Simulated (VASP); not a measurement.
Wanted: the native input for a VASP 6.6.1 run.

```yaml
Task: relaxation of cell and atoms
Functional: PBEsol
Potentials_or_basis: VASP PAW PBE potentials, release 64 (Cu, Cl)
Cutoff: 600 eV
k_mesh: 10 × 10 × 10
Occupations: gaussian, width 0.03 eV
Spin: no spin polarisation
Further_INCAR_settings: ALGO = Normal; EDIFF = 1e-06; IBRION = 2; EDIFFG = -0.01; NSW = 90; ISIF = 3
```

The structure of CuCl (Nantokite) lies in POSCAR:

```
CuCl
1.0
    0.0000000000      2.7028500000      2.7028500000
    2.7028500000      0.0000000000      2.7028500000
    2.7028500000      2.7028500000      0.0000000000
Cu Cl
1 1
Direct
    0.0000000000      0.0000000000      0.0000000000
    0.2500000000      0.2500000000      0.2500000000
```

These files were run (other wordings do the same):

INCAR

```
SYSTEM = CuCl
PREC = Accurate
ENCUT = 600
EDIFF = 1E-6
ISMEAR = 0
SIGMA = 0.03
LREAL = .False.
LASPH = .True.
NELM = 80
ALGO = Normal
ISIF = 3
LWAVE = .False.
LCHARG = .False.
GGA = PS
IBRION = 2
NSW = 90
EDIFFG = -0.01
KPAR = 4
```

KPOINTS

```
Automatic mesh
0
Gamma
  10 10 10
  0 0 0
```

Potentials or basis: VASP PAW PBE potentials, release 64 (Cu, Cl).

Run with:

```console
$ cat potpaw_PBE.64/Cu/POTCAR potpaw_PBE.64/Cl/POTCAR > POTCAR
$ mpirun -np 4 vasp_std > vasp.out
```

It gave:

```
Relaxed volume                         : 18.60 Å³/atom
Relaxed cell                           : a = 3.747 Å, b = 3.747 Å, c = 3.747 Å, α = 60.00°, β = 60.00°, γ = 60.00°
Space group after relaxing (to 0.05 Å) : F-43m (No. 216)
Energy gained by relaxing              : 12.4 meV/atom
Ionic steps                            : 3
Pressure after relaxing                : 0.0 GPa
Band gap on the k mesh                 : 0.55 eV, direct
```

Caveat: the PAW data sets were made with another functional, which shifts forces and pressure a little.

Run time: 23 s on 4 MPI ranks on Intel(R) Xeon(R) Platinum 8488C (Sapphire Rapids) (shared host), peak memory 0.19 GiB a rank.
